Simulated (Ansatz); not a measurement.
## Si2W: projected DOS by orbital

```xyz
3
Lattice="-1.6060 1.6060 3.9400 1.6060 -1.6060 3.9400 1.6060 1.6060 -3.9400" Properties=species:S:1:pos:R:3 pbc="T T T"
Si    0.0000    0.0000    2.6240
Si    0.0000    0.0000    5.2560
W     0.0000    0.0000    0.0000
```

Atoms are numbered in the order listed.

The cell is COD entry 1010283, as deposited and not checked against the literature; nothing was relaxed. It differs from other determinations.

Spin–orbit coupling is left out, though it moves levels of the heavy atoms by tenths of an eV or more.

These are results of DFT, PBE, all-electron LAPW, scalar-relativistic (Ansatz 0.2.0), not measurements.

The runs use a Γ-centred 11×11×14 k mesh, Fermi–Dirac smearing of 0.05 eV, basis error target 1 meV/atom, no spin polarisation; this mesh doesn't keep the crystal's whole symmetry, which leaves small spurious terms.

States per eV for one atom of each kind, in 0.4 eV bins named by their centres, from the Fermi level, projected on a minimal set of Löwdin-orthogonalised atomic shells; orbitals are real harmonics on the Cartesian axes, equal curves share a column, and empty bins are left out, as is all above 4.7 eV, near the top of the computed bands.

W3 5d:

```
# E all dz2 dxz=dyz dx2-y2 dxy
-12.7 0.01 0.00 0.00 0.00 0.00
-12.3 0.01 0.00 0.00 0.00 0.00
-11.9 0.02 0.00 0.01 0.00 0.00
-11.5 0.03 0.00 0.01 0.00 0.01
-11.1 0.04 0.01 0.01 0.00 0.01
-10.7 0.06 0.01 0.02 0.00 0.02
-10.3 0.09 0.02 0.02 0.00 0.03
-9.9 0.12 0.02 0.02 0.00 0.06
-9.5 0.22 0.03 0.02 0.00 0.15
-9.1 0.16 0.05 0.03 0.00 0.04
-8.7 0.18 0.05 0.04 0.00 0.04
-8.3 0.17 0.05 0.05 0.00 0.03
-7.9 0.16 0.05 0.05 0.00 0.02
-7.5 0.16 0.04 0.04 0.01 0.02
-7.1 0.15 0.04 0.04 0.02 0.02
-6.7 0.21 0.05 0.04 0.04 0.04
-6.3 0.31 0.04 0.06 0.05 0.09
-5.9 0.26 0.04 0.05 0.07 0.06
-5.5 0.27 0.09 0.05 0.06 0.03
-5.1 0.19 0.04 0.04 0.05 0.01
-4.7 0.36 0.06 0.08 0.11 0.04
-4.3 0.65 0.09 0.13 0.21 0.08
-3.9 0.57 0.09 0.10 0.22 0.07
-3.5 0.78 0.18 0.12 0.26 0.09
-3.1 1.20 0.38 0.20 0.32 0.10
-2.7 2.24 0.60 0.37 0.45 0.46
-2.3 1.92 0.25 0.40 0.28 0.60
-1.9 0.76 0.11 0.21 0.05 0.18
-1.5 0.63 0.05 0.20 0.01 0.18
-1.1 0.59 0.02 0.20 0.01 0.16
-0.7 0.67 0.01 0.25 0.00 0.16
-0.3 0.39 0.01 0.13 0.01 0.11
0.1 0.17 0.03 0.02 0.04 0.06
0.5 0.31 0.13 0.02 0.11 0.03
0.9 0.38 0.11 0.04 0.17 0.04
1.3 0.53 0.12 0.06 0.21 0.08
1.7 0.78 0.18 0.09 0.30 0.13
2.1 0.99 0.22 0.13 0.40 0.11
2.5 1.33 0.25 0.22 0.55 0.08
2.9 0.82 0.17 0.09 0.38 0.08
3.3 0.68 0.17 0.09 0.21 0.13
3.7 0.56 0.12 0.11 0.04 0.17
4.1 0.73 0.14 0.20 0.06 0.12
4.5 0.57 0.15 0.16 0.04 0.06
```

Si1 3p:

```
# E all pz px=py
-13.5 0.01 0.00 0.00
-13.1 0.02 0.01 0.01
-12.7 0.04 0.01 0.01
-12.3 0.05 0.02 0.02
-11.9 0.07 0.02 0.02
-11.5 0.08 0.02 0.03
-11.1 0.09 0.02 0.03
-10.7 0.10 0.02 0.04
-10.3 0.12 0.03 0.05
-9.9 0.11 0.04 0.04
-9.5 0.13 0.06 0.03
-9.1 0.15 0.08 0.04
-8.7 0.14 0.07 0.04
-8.3 0.12 0.06 0.03
-7.9 0.11 0.05 0.03
-7.5 0.13 0.06 0.04
-7.1 0.15 0.07 0.04
-6.7 0.25 0.10 0.07
-6.3 0.42 0.12 0.15
-5.9 0.33 0.11 0.11
-5.5 0.28 0.12 0.08
-5.1 0.16 0.04 0.06
-4.7 0.25 0.08 0.08
-4.3 0.31 0.09 0.11
-3.9 0.22 0.07 0.07
-3.5 0.29 0.10 0.10
-3.1 0.37 0.14 0.12
-2.7 0.75 0.30 0.23
-2.3 0.82 0.20 0.31
-1.9 0.26 0.08 0.09
-1.5 0.14 0.04 0.05
-1.1 0.09 0.03 0.03
-0.7 0.05 0.02 0.02
-0.3 0.04 0.00 0.02
0.1 0.04 0.00 0.02
0.5 0.09 0.02 0.04
0.9 0.12 0.02 0.05
1.3 0.17 0.03 0.07
1.7 0.22 0.04 0.09
2.1 0.25 0.06 0.10
2.5 0.33 0.08 0.13
2.9 0.22 0.05 0.09
3.3 0.20 0.06 0.07
3.7 0.24 0.08 0.08
4.1 0.34 0.09 0.12
4.5 0.38 0.12 0.13
```

Si1 3s:

```
# E all
-13.9 0.02
-13.5 0.05
-13.1 0.06
-12.7 0.08
-12.3 0.09
-11.9 0.12
-11.5 0.12
-11.1 0.12
-10.7 0.13
-10.3 0.16
-9.9 0.16
-9.5 0.23
-9.1 0.20
-8.7 0.17
-8.3 0.13
-7.9 0.10
-7.5 0.08
-7.1 0.06
-6.7 0.04
-6.3 0.04
-5.9 0.03
-5.5 0.05
-5.1 0.06
-4.7 0.07
-4.3 0.10
-3.9 0.07
-3.5 0.09
-3.1 0.08
-2.7 0.08
-2.3 0.05
-1.9 0.03
-1.5 0.02
-1.1 0.01
-0.7 0.01
0.1 0.01
0.5 0.06
0.9 0.06
1.3 0.08
1.7 0.13
2.1 0.15
2.5 0.21
2.9 0.11
3.3 0.11
3.7 0.11
4.1 0.15
4.5 0.13
```

W3 6s:

```
# E all
-13.9 0.03
-13.5 0.06
-13.1 0.06
-12.7 0.06
-12.3 0.06
-11.9 0.05
-11.5 0.05
-11.1 0.04
-10.7 0.04
-10.3 0.04
-9.9 0.03
-9.5 0.03
-9.1 0.03
-8.7 0.02
-8.3 0.02
-7.9 0.01
-7.5 0.02
-7.1 0.04
-6.7 0.05
-6.3 0.06
-5.9 0.05
-5.5 0.03
-5.1 0.03
-4.7 0.06
-4.3 0.10
-3.9 0.05
-3.5 0.05
-3.1 0.03
-2.7 0.03
-2.3 0.02
0.9 0.01
1.3 0.02
1.7 0.08
2.1 0.09
2.5 0.15
2.9 0.19
3.3 0.26
3.7 0.16
4.1 0.18
4.5 0.18
```
